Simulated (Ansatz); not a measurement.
# BN: band gap under strain, part 2 of 2

Ansatz 0.2.0, plane waves, PAW. Earlier steps stand in the parts before.

## (5) -2.5 % strain along x alone: PBE

The symmetry is Fmm2 (No. 42, orthorhombic); conventional cell a = 2.440 Å, b = 6.586 Å, c = 4.327 Å, 8.69 Å³ an atom. B has 3 N at 1.42–1.43 Å; N has 3 B at 1.42–1.43 Å.

File input.yaml:

```yaml
crystal:
  lattice:
    - [0.0, 3.2928569245, 2.1632761898]
    - [1.2198095259, 0.0, 2.1632761898]
    - [1.2198095259, 3.2928569245, 0.0]
  atoms:
    - { symbol: B, position: [-0.0008201111, -0.0008201111, 1.0008201111] }
    - { symbol: "N", position: [0.6675201011, 0.6675201011, 0.3324798989] }
kpoints:
  mp_grid: { grid: [12, 12, 12] }
  band_path:
    path:
      - [0.0, 0.0, 0.0]
      - [0.5, 0.0, 0.5]
      - [1.0, 0.5, 0.5]
      - [0.5, 0.5, 0.0]
      - [0.0, 0.3696802579, 0.3696802579]
      - [1.0, 0.6303197421, 0.6303197421]
      - [0.5, 0.297518017, 0.797518017]
      - [0.5, 0.702481983, 0.202481983]
      - [0.5, 0.5, 0.5]
      - [0.0, 0.3327122321, 0.3327122321]
      - [0.497396, 0.354167, -0.145833]
    npoints: 1
hamiltonian:
  xc: pbe
scf:
  occupations: { method: fermi_dirac, width: 0.02 }
  n_extra_bands: 4
output:
  forces: true
  stress: true
  eigenvalues: true
```

Launch:

```
ansatz run input.yaml --threads 4 --pin off --max-ram 3686MiB --backend cpu --events-out ev --progress --plain --runs-dir out
```

The program printed:

```text
Warning: RAYON_NUM_THREADS=4 ignored (pool sized by the plan → 4); use --threads N
scf.n_extra_bands = 4 over 4 filled bands (N_el = 8.0): the run solves 8 bands
Engine: ansatz 0.2.0, aarch64-unknown-linux-gnu
Pseudopotentials: kind: paw
Pseudopotential: B, paw, valence charge 3, recommended cutoff 420 eV (normal), B.paw.azcp
Pseudopotential: N, paw, valence charge 5, recommended cutoff 420 eV (normal), N.paw.azcp
Functional definition: PBE
  parameter kappa = 0.804
  parameter beta = 0.06672455060314922
  exchange = pbe_x(kappa = kappa, mu = beta*pi^2/3)
  correlation = pbe_c(beta = beta)
Crystal: 2 atoms, lattice volume = 17.378 Å³
Basis set: ecut = 420 eV, 333 PW (Γ), exchange–correlation on 54×36×48 points (8 copies of the dense FFT grid, shifted against one another)
Bands: 8, of which v1, the nominal top of the filled ones, is band 4 counted from 1 (3 counted from 0)
Symmetry: 4 space group operations
Space group: Fmm2 (ITA 42), of the structure as read, at distance tolerance 2.6e-5 Å
k-points: 280 of 1728 (time reversal used)
Non-local potential: B, projectors of the file, l = 0: 2, l = 1: 2, l = 2: 1
Non-local potential: N, projectors of the file, l = 0: 2, l = 1: 2, l = 2: 1
PAW form: soft (Blöchl's): semilocal exchange-correlation on the pseudo side does not see the compensation charge
PAW one-centre angular grid: B, 110 points (default); XC on 64 Gauss nodes
PAW one-centre angular grid: N, 110 points (default); XC on 64 Gauss nodes
Initial density: superposition of atomic densities (neutral atoms: chi_scale 0, normalization atom), corrected by the library's trained network
Initial wavefunctions: pseudopotential atomic-orbital guess
Functional: x = pbe(κ = 0.804, μ = 0.2195149727645171), c = pbe(β = 0.06672455060314922)
SCF iter   1: F=—  HF=-542.347762 eV  |F-HF|=—  |Δ(HF+E_count)|=         —  Δρ=1.68e-3  dr2=2.00e-4  ethr=1.77e-3  ⟨swp⟩=4.9  Hψ=15240  notcnv=0
preconditioner: auto → none  [insulator: Δε(μ)=3.493 eV  Ē_g=19.030 eV  σ=0.020 eV  W_gap=1.00  n_scr=2 (ndim 8)  ℏωp=25.2 eV  f_vac=0.002  D(μ)=0.00/eV (n_scr^D=0)  ε∞_Penn≈2.8]
SCF iter   2: F=—  HF=-542.348728 eV  |F-HF|=—  |Δ(HF+E_count)|=   9.67e-4  Δρ=8.17e-4  dr2=2.54e-5  ethr=2.50e-6  ⟨swp⟩=2.0  Hψ=6694  notcnv=0
SCF iter   3: F=—  HF=-542.348938 eV  |F-HF|=—  |Δ(HF+E_count)|=   2.10e-4  Δρ=3.10e-4  dr2=5.56e-6  ethr=3.18e-7  ⟨swp⟩=2.0  Hψ=4182  notcnv=0
SCF iter   4: F=—  HF=-542.348965 eV  |F-HF|=—  |Δ(HF+E_count)|=   2.65e-5  Δρ=6.11e-5  dr2=2.34e-7  ethr=6.95e-8  ⟨swp⟩=2.1  Hψ=3312  notcnv=0
iter 5 did not close the SCF: its close was put off for the readings that it lacked (scf_convergence_deferred on its scf_iter line)
SCF iter   5: F=-542.348966 eV  HF=-542.348966 eV  |F-HF|=3.50e-8  |Δ(HF+E_count)|=   1.15e-6  Δρ=1.06e-5  dr2=6.54e-9  ethr=2.93e-9  ⟨swp⟩=2.0  Hψ=3341  notcnv=0
SCF iter   6: F=-542.348966 eV  HF=-542.348966 eV  |F-HF|=4.91e-10  |Δ(HF+E_count)|=   3.81e-8  Δρ=1.18e-6  dr2=9.41e-11  ethr=8.17e-11  ⟨swp⟩=1.6  Hψ=6969  notcnv=0
SCF 1 converged in 6 iterations: F = -542.348966 eV  dr2 = 9.41e-11
NSCF: frozen V_eff on 11 k-points
SCF converged after 6 iterations
Free energy (F): -542.348966 eV
Harris-Foulkes:  -542.348966 eV  (|F-HF|=4.91e-10)
Internal energy: -542.348966 eV  (E = F + TS)
E sigma→0 (E₀):  -542.348966 eV
Fermi energy:    7.019738 eV
--- Per-component energies (eV) ---
  E_band       = -17.055177
  E_kinetic    = 185.664176
  E_local      = -346.785849  (includes V_loc(G=0)·N_el)
  E_nonlocal   = 58.322924
  E_hartree    = 111.997212
  E_xc         = -92.758734
  E_vxc        = -115.115296  (∫ρ·V_xc dr)
  E_paw        = -207.083294  (= ΣΔE_a)
  E_vpaw       = -23.135734  (= ΣTr[D̂ρ^β])
  E_aug_tail   = 0.000100  (compensation charges beyond the density's cutoff)
  E_ewald      = -251.705500
  E_smearing   = -0.000000  (= −TS)
  E_closure    = 0.000000  (closes the sum)
  Σ components = -542.348966   (vs F -542.348966, Δ=0.00e0)
--- Forces (eV/Å), atoms counted from 1 ---
  atom   1  B      0.00000000     0.00000000    -0.01576104
  atom   2  N      0.00000000     0.00000000     0.01576336
  max |Σ_I F_I| component: 2.32e-6 eV/Å
--- Stress (GPa, compression-positive) ---
       29.156396       0.000000       0.000000
        0.000000       3.700885       0.000000
        0.000000       0.000000      11.004358
  P = ⅓ Tr σ = 14.6205 GPa (146.205 kbar)
--- Band table (eV; the first three rows and the last of 280) ---
  k-point 0: bands = ["-12.9701", "0.7979", "3.6663", "4.0046", "10.3737", "16.8460", "17.3207", "18.7810"]
  k-point 1: bands = ["-12.8229", "0.9261", "3.2731", "3.5520", "10.7043", "16.9804", "17.6777", "18.2586"]
  k-point 2: bands = ["-12.3894", "1.3037", "1.9213", "2.8055", "11.5751", "16.7516", "16.9170", "19.3074"]
  k-point 279: bands = ["-9.8019", "-4.1743", "1.2357", "4.7116", "11.3037", "15.3354", "17.6791", "19.4545"]
```

Wall time 2.9 s (4 threads of Arm Neoverse N1, shared host); peak memory 0.33 GiB.

Gap with PBE: 3.42 eV, valence top at (0.50, 0.35, -0.15), conduction bottom at T. Least direct gap: 4.64 eV.

Band energies at the special points (eV, zero at the top of v, the last band that the electrons fill by count):

| point | v−1 | v | c | c+1 |
| --- | --- | --- | --- | --- |
| Γ | -1.67 | -1.33 | 5.04 | 11.51 |
| Y | -1.65 | -1.37 | 10.24 | 11.54 |
| T | -4.17 | -1.95 | 3.42 | 10.72 |
| Z | -4.10 | -0.63 | 5.97 | 10.00 |
| Σ_0 | -6.90 | -0.92 | 3.97 | 12.68 |
| U_0 | -6.90 | -0.92 | 3.97 | 12.68 |

## (6) -2.5 % strain along x alone: r2SCAN

input.yaml, as its differences from that of step 5:

```diff
@@ -25,5 +25,5 @@
 hamiltonian:
-  xc: pbe
+  xc: r2scan
 scf:
-  occupations: { method: fermi_dirac, width: 0.02 }
+  occupations: { method: fixed }
   n_extra_bands: 4
@@ -33 +33,5 @@
   eigenvalues: true
+  write_density: true
+  write_potential: true
+  elf: true
+  volumetric_format: npy
```

Launch:

```
ansatz run input.yaml --threads 4 --pin off --max-ram 3686MiB --backend cpu --events-out ev --progress --plain --runs-dir out
```

The program printed, shortened:

```text
Warning: RAYON_NUM_THREADS=4 ignored (pool sized by the plan → 4); use --threads N
scf.n_extra_bands = 4 over 4 filled bands (N_el = 8.0): the run solves 8 bands
[...]
Pseudopotentials: kind: paw
Pseudopotential: B, paw, valence charge 3, recommended cutoff 500 eV (meta_gga), B.paw.azcp
Pseudopotential: N, paw, valence charge 5, recommended cutoff 500 eV (meta_gga), N.paw.azcp
Functional definition: r2SCAN
[...]
Crystal: 2 atoms, lattice volume = 17.378 Å³
Basis set: ecut = 500 eV, 439 PW (Γ), exchange–correlation on 120×80×108 points (64 copies of the dense FFT grid, shifted against one another)
Bands: 8, of which v1, the nominal top of the filled ones, is band 4 counted from 1 (3 counted from 0)
Symmetry: 4 space group operations
Space group: Fmm2 (ITA 42), of the structure as read, at distance tolerance 2.6e-5 Å
k-points: 280 of 1728 (time reversal used)
[...]
SCF iter   1: F=—  HF=-544.016078 eV  |F-HF|=—  |Δ(HF+E_count)|=         —  Δρ=8.76e-3  dr2=9.71e-3  dr2_τ=3.82e-1  ethr=1.77e-3  ⟨swp⟩=5.0  Hψ=14267  notcnv=0  defer=372
[...]
SCF iter   7: F=-544.084092 eV  HF=-544.084092 eV  |F-HF|=1.88e-10  |Δ(HF+E_count)|=   2.06e-8  Δρ=4.84e-6  dr2=1.98e-9  dr2_τ=1.36e-10  ethr=1.25e-9  ⟨swp⟩=7.2  Hψ=9971  notcnv=0
[...]
NSCF: frozen V_eff on 11 k-points
SCF converged after 7 iterations
Free energy (F): -544.084092 eV
[...]
E sigma→0 (E₀):  -544.084092 eV
Fermi energy:    4.996907 eV
[...]
--- Forces (eV/Å), atoms counted from 1 ---
  atom   1  B      0.00000000     0.00000000     0.00514775
  atom   2  N      0.00000000     0.00000000    -0.00514329
[...]
--- Stress (GPa, compression-positive) ---
       24.679943       0.000000       0.000000
        0.000000       1.694610       0.000000
        0.000000       0.000000       5.656382
  P = ⅓ Tr σ = 10.6770 GPa (106.770 kbar)
--- Band table (eV; the first three rows and the last of 280) ---
  k-point 0: bands = ["-14.2431", "0.4074", "3.3689", "3.7190", "10.4881", "17.3721", "17.8703", "19.7701"]
[...]
```

Wall time 8.7 s (4 threads of Arm Neoverse N1, shared host); peak memory 0.43 GiB.

r2SCAN gives an indirect gap of 3.87 eV, from (0.50, 0.35, -0.15) to T; the least direct gap is 5.25 eV.

Stress along x, y, z: 24.68, 1.69, 5.66 GPa (compression positive).

## (7) -2.5 % strain along x alone: HSE06

input.yaml, as its differences from that of step 6:

```diff
@@ -9,3 +9,3 @@
 kpoints:
-  mp_grid: { grid: [12, 12, 12] }
+  mp_grid: { grid: [8, 8, 8] }
   band_path:
@@ -25,3 +25,3 @@
 hamiltonian:
-  xc: r2scan
+  xc: hse06
 scf:
@@ -33,5 +33 @@
   eigenvalues: true
-  write_density: true
-  write_potential: true
-  elf: true
-  volumetric_format: npy
```

Launch:

```
ansatz run input.yaml --threads 4 --pin off --max-ram 3686MiB --backend cpu --events-out ev --progress --plain --runs-dir out
```

The program printed, shortened:

```text
Warning: output.stress: scf.convergence.dr2_threshold = 1e-7 eV (the SCF's general default) is looser than the 2e-10 eV advised for a printed stress (1e-10 eV for each atom of the cell: 2). What an SCF threshold leaves in a stress goes as its square root, and in the free energy as the [...]
Warning: output.stress: scf.exx.energy_threshold = 1e-6 eV is looser than the 2e-8 eV advised for a stress under a hybrid functional (1e-8 eV for each atom of the cell: 2). Every SCF of the exchange loop can meet its threshold on dr2 while the loop round them stops early: no threshold on [...]
Warning: RAYON_NUM_THREADS=4 ignored (pool sized by the plan → 4); use --threads N
scf.n_extra_bands = 4 over 4 filled bands (N_el = 8.0): the run solves 8 bands
[...]
Pseudopotentials: kind: paw
Pseudopotential: B, paw, valence charge 3, recommended cutoff 420 eV (normal), B.paw.azcp
Pseudopotential: N, paw, valence charge 5, recommended cutoff 420 eV (normal), N.paw.azcp
Functional definition: HSE06
[...]
davidson cushion auto → on  (no smearing: the cushion is to keep the highest requested band from converging to the state above it; pin scf.eigensolver.cushion to override)
[...]
Frozen-core exchange: fock
[...]
SCF iter   3: F=-542.485684 eV  HF=-542.485684 eV  |F-HF|=1.07e-9  |Δ(HF+E_count)|=   5.89e-8  Δρ=4.68e-6  dr2=1.89e-9  ethr=5.37e-11  ⟨swp⟩=3.5  Hψ=2716  notcnv=0  defer=6
[...]
hybrid outer 2: dexx = +8.518e-8 eV, tail = 5.84e-9 eV, Δε = 2.06e-3 eV (about 7.06e-5 eV left of the loop's levels), ΔF = 3.54e-4 eV/Å (tail 2.34e-4)
NSCF: frozen V_eff on 11 k-points
hybrid SCF converged: 2 outer / 9 inner (+2 warm-up), last move |dexx| = 8.52e-8 eV, tail = 5.84e-9 eV
Stability not checked: this state was not tested for a lower state beside it, because the functional holds exact exchange (a hybrid, or Hartree-Fock), whose exchange loop this test does not read (fock_operator; see scf.lower_state_search)
Free energy (F): -542.485684 eV
Frozen-core exchange: fock
[...]
E sigma→0 (E₀):  -542.485684 eV
Fermi energy:    4.505061 eV
[...]
--- Forces (eV/Å), atoms counted from 1 ---
  atom   1  B      0.00000000     0.00000000     0.00674583
  atom   2  N      0.00000000     0.00000000    -0.00673394
[...]
--- Stress (GPa, compression-positive) ---
       22.166224       0.000000       0.000000
        0.000000       3.267410       0.000000
        0.000000       0.000000       3.372537
  P = ⅓ Tr σ = 9.6021 GPa (96.021 kbar)
--- Band table (eV; the first three rows and the last of 95) ---
  k-point 0: bands = ["-15.6057", "-0.4319", "2.5891", "2.9314", "10.7325", "17.7685", "18.2893", "20.2644"]
[...]
```

Wall time 51 s (4 threads of Arm Neoverse N1, shared host); peak memory 1.2 GiB.

HSE06 gives an indirect gap of 4.61 eV, from (0.50, 0.35, -0.15) to T; the least direct gap is 6.02 eV.

## (8) What strain did

What follows sums up all 2 parts.

Least gap in eV (negative: overlap):

| state | PBE | r2SCAN | HSE06 |
| --- | --- | --- | --- |
| +1.6 % equal strain in all directions | 3.47 | 3.93 | 4.67 |
| -2.5 % strain along x alone | 3.42 | 3.87 | 4.61 |

What this shows: Where both were run, the HSE06 gap lies +1.19 to +1.20 eV from PBE's, each on its own k points. In PBE the gap is least under -2.5 % strain along x alone (3.42 eV) and largest under +1.6 % equal strain in all directions (3.47 eV).
